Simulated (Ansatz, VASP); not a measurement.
**KBr: VASP beside Ansatz**

```
CELL_PARAMETERS angstrom
0.00000 3.30000 3.30000
3.30000 0.00000 3.30000
3.30000 3.30000 0.00000
ATOMIC_POSITIONS crystal
K 0.00000 0.00000 0.00000
Br 0.50000 0.50000 0.50000
```

Alike in both runs: task single point; functional r2SCAN; k mesh 6 × 6 × 6; occupations gaussian, width 0.02 eV; no spin polarisation.

|  | VASP | Ansatz |
| --- | --- | --- |
| version | VASP 6.6.1 | Ansatz 0.2.0 |
| potentials or method | VASP PAW PBE potentials, release 64 (K_sv, Br) | scalar-relativistic, plane waves, PAW |
| plane-wave cutoff (eV) | 520 | 500 |
| valence electrons in the cell | 16 | 16 |

|  | VASP | Ansatz | Ansatz less VASP |
| --- | --- | --- | --- |
| gap on the k mesh at the Fermi level (eV) | 5.08 | 5.08 | -0.002 |
| least direct gap on the mesh (eV) | 5.08 | 5.08 | -0.002 |
| pressure (GPa) | 0.1 | 0.1 | 0.00 |

With one functional, cell and mesh, what is left measures potentials, basis and numerics.

Caveats: the PAW data sets were made with another functional, which shifts forces and pressure a little (VASP).
